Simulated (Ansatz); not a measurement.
**SrO: response to strain**

SrO is deformed so: equal xx and yy strain of +2 %. What stress and forces result, by LAPW, PAW and all-electron datasets made for the crystal?

Program: Ansatz 0.2.0. Level of theory: DFT PBE, scalar-relativistic. These are calculated values, not measurements.

## 1. The system as given

The structure is cubic, space group Fm-3m (No. 225). The conventional cell has a = 5.140 Å, b = 5.140 Å, c = 5.140 Å, α = 90.00°, β = 90.00°, γ = 90.00°. Sr (site symmetry m-3m) has 6 O at 2.57 Å as nearest neighbours. O (site symmetry m-3m) is surrounded by 6 Sr at 2.57 Å.

Coordinates:

```
Sr O
1.0
     0.00000    2.56980    2.56980
     2.56980    0.00000    2.56980
     2.56980    2.56980    0.00000
Sr O
1 1
Direct
  0.00000 0.00000 0.00000
  0.50000 0.50000 0.50000
```

Atoms are numbered in the order of the input: Sr1, O2.

## 2. After the deformation

Space group Fm-3m before, I4/mmm after.

## 3. LAPW, all electrons

File input.yaml:

```yaml
crystal:
  lattice:
    - [0.0, 2.621196, 2.5698]
    - [2.621196, 0.0, 2.5698]
    - [2.621196, 2.621196, 0.0]
  atoms:
    - { symbol: Sr, position: [0.0, 0.0, 0.0] }
    - { symbol: O, position: [0.5, 0.5, 0.5] }
kpoints:
  mp_grid: { grid: [8, 8, 8] }
  band_path:
    path:
      - [0.0, 0.0, 0.0]
      - [0.0, 0.5, 0.5]
      - [0.25, 0.75, 0.5]
      - [0.0, 0.5, 0.0]
      - [0.0, 0.0, 0.0]
      - [0.5, 0.5, 0.0]
      - [0.38005, 0.61995, 0.0]
      - [-0.38005, 0.38005, 0.0]
      - [0.0, 0.0, 0.0]
    npoints: 5
scf:
  occupations: { method: fermi_dirac, width: 0.02 }
hamiltonian:
  xc: pbe
  pseudopotentials: { kind: all_electron, lapw: { basis_error: 0.00025 } }
output:
  forces: true
  stress: true
  eigenvalues: true
```

The run is started by

```sh
$ ansatz run input.yaml --threads 1 --pin off --max-ram 3072MiB --backend cpu --events-out ev --progress --plain --runs-dir out
```

## 4. Frozen-core PAW

File input.yaml:

```yaml
crystal:
  lattice:
    - [0.0, 2.621196, 2.5698]
    - [2.621196, 0.0, 2.5698]
    - [2.621196, 2.621196, 0.0]
  atoms:
    - { symbol: Sr, position: [0.0, 0.0, 0.0] }
    - { symbol: O, position: [0.5, 0.5, 0.5] }
kpoints:
  mp_grid: { grid: [8, 8, 8] }
scf:
  occupations: { method: fermi_dirac, width: 0.02 }
hamiltonian:
  xc: pbe
  pseudopotentials: { kind: paw }
output:
  forces: true
  stress: true
  eigenvalues: true
  efg: { contact_densities: true }
```

## 5. All-electron PAW on datasets made for the crystal

input.yaml, as its differences from that of step 4:

```diff
@@ -14,3 +14,3 @@
   xc: pbe
-  pseudopotentials: { kind: paw }
+  pseudopotentials: { kind: all_electron, datasets: crystal }
 output:
```

(Steps that only read results are left out.)

Q: Predict the outcome of this session. Wanted: pressure; largest shear or deviatoric stress.

The runs gave:

| quantity | value |
| --- | --- |
| pressure | LAPW -0.55, PAW -0.55, crystal datasets -0.55 GPa |
| largest shear or deviatoric stress (LAPW) | 1.48 GPa |

**Reading.** The largest part of the stress beyond the pressure is 1.48 GPa in size, in the zz component; the atoms are carried along and not relaxed. No run of the undeformed cell stands beside it, so the pressure holds what the given cell had before the change. PAW: stress within 0.01 GPa of LAPW. Crystal datasets: stress within 0.01 GPa of LAPW.
